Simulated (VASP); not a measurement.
Input of a VASP 6.6.1 run:

The input POSCAR:

```
GeSe
1.0
   10.9655862498      0.0000000000      0.0000000000
    0.0000000000      3.8827657750      0.0000000000
    0.0000000000     -0.0000000000      4.4200472921
  Ge              Se
     4     4
Direct
     0.1233927516312001    0.7500000000000000    0.8875163003595742
     0.6233927516312001    0.7500000000000000    0.6124836996404259
     0.3766072483687999    0.2500000000000000    0.3875163003595742
     0.8766072483687999    0.2500000000000000    0.1124836996404258
     0.8548942551904906    0.7500000000000000    0.5018587096336309
     0.3548942551904906    0.7500000000000000    0.9981412903663692
     0.6451057448095094    0.2500000000000000    0.0018587096336308
     0.1451057448095094    0.2500000000000000    0.4981412903663692
```

The input INCAR.step1:

```
SYSTEM = GeSe
PREC = Accurate
ENCUT = 600
EDIFF = 1E-8
ISMEAR = 0
SIGMA = 0.03
LREAL = .False.
LASPH = .True.
NELM = 80
ALGO = Normal
ISIF = 3
LWAVE = .False.
LCHARG = .False.
GGA = PE
IVDW = 12
KPAR = 2
IBRION = 2
NSW = 40
EDIFFG = -0.002
```

The input INCAR.step2:

```
SYSTEM = GeSe
PREC = Accurate
ENCUT = 600
EDIFF = 1E-8
ISMEAR = 0
SIGMA = 0.03
LREAL = .False.
LASPH = .True.
NELM = 80
ALGO = Normal
ISIF = 2
LWAVE = .False.
LCHARG = .False.
GGA = PE
IVDW = 12
KPAR = 2
IBRION = 6
NFREE = 2
POTIM = 0.015
NSW = 1
```

The input KPOINTS:

```
Automatic mesh
0
Gamma
  4 8 6
  0 0 0
```

Potentials or basis: VASP PAW PBE potentials, release 64 (Ge_d, Se).

Launch:

```sh
$ cat potpaw_PBE.64/Ge_d/POTCAR potpaw_PBE.64/Se/POTCAR > POTCAR
$ cp INCAR.step1 INCAR
$ mpirun -np 2 vasp_std > vasp.out
$ cp CONTCAR POSCAR
$ cp INCAR.step2 INCAR
$ mpirun -np 2 vasp_std > vasp.out
```

(1) What does it give for the highest phonon frequency at Γ, LO-TO splitting left out?

(2) What does it give for the dispersion energy per atom?

Answers

(1) 214 cm⁻¹.

(2) -0.358 eV.
